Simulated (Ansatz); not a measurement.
Runs of Ansatz 0.2.0 on BAs. It takes space group F-43m (No. 216, cubic). The conventional cell has a = 4.777 Å, b = 4.777 Å, c = 4.777 Å, α = 90.00°, β = 90.00°, γ = 90.00°. As (site symmetry -43m) has 4 B at 2.07 Å as nearest neighbours. B (site symmetry -43m) is surrounded by 4 As at 2.07 Å. 

| task | level | cell | k mesh | cutoff (eV) | smearing | atoms under strain | points for each segment of the path | gap on the mesh (eV) | pressure (GPa) | V0 of scaled cells (Å³/atom) | relaxed volume (Å³/atom) | B0 (GPa) |
| --- | --- | --- | --- | --- | --- | --- | --- | --- | --- | --- | --- | --- |
| relaxation of cell and atoms | BLYP | relaxed | 10 × 10 × 10 | 420 | fermi-dirac 0.05 eV | - | - | 1.45 | 0.0 | - | 14.45 | - |
| elastic constants | r2SCAN | as given | 8 × 8 × 8 | 500 | fixed | relaxed | - | 1.38 | 0.6 | - | - | - |
| equation of state | RPBE+D4 | as given | 10 × 10 × 10 | 420 | fermi-dirac 0.05 eV | - | - | - | - | 13.16 | - | (a) |
| equation of state | LDA | as given | 10 × 10 × 10 | 420 | fermi-dirac 0.05 eV | - | - | - | - | 13.25 | - | 147 |
| equation of state | rPW86-PBE+rVV10 | as given | 10 × 10 × 10 | 420 | fermi-dirac 0.05 eV | - | - | - | - | 14.13 | - | 127 |
| band structure | PBEsol | as given | 10 × 10 × 10 | 420 | fermi-dirac 0.05 eV | - | 14 | 1.09 | (b) | - | - | - |
| relaxation of cell and atoms | r2SCAN+D3(BJ) | relaxed | 10 × 10 × 10 | 500 | fermi-dirac 0.05 eV | - | - | (c) | 0.0 | - | 13.51 | - |

Alike in all rows: potentials or basis Ansatz PAW; no spin polarisation.

Question: Fill in the values left out.

Answer: (a) 146; (b) -0.8; (c) 1.36.

Caveats: the PAW data sets come from PBE, with cores solved anew for the run's functional, which leaves a small shift of forces and pressure (some runs); the plane-wave basis is chosen anew once the cell has moved, so the energies of steps on either side of that aren't comparable (some runs); the potentials were made for another functional, which shifts forces and pressure (some runs); the dispersion damping was fitted for another functional or another form of the correction (some runs).

A k mesh can miss the band edges, and the runs leave out spin-orbit coupling on As.

Runs at the PBE level aren't shown here.
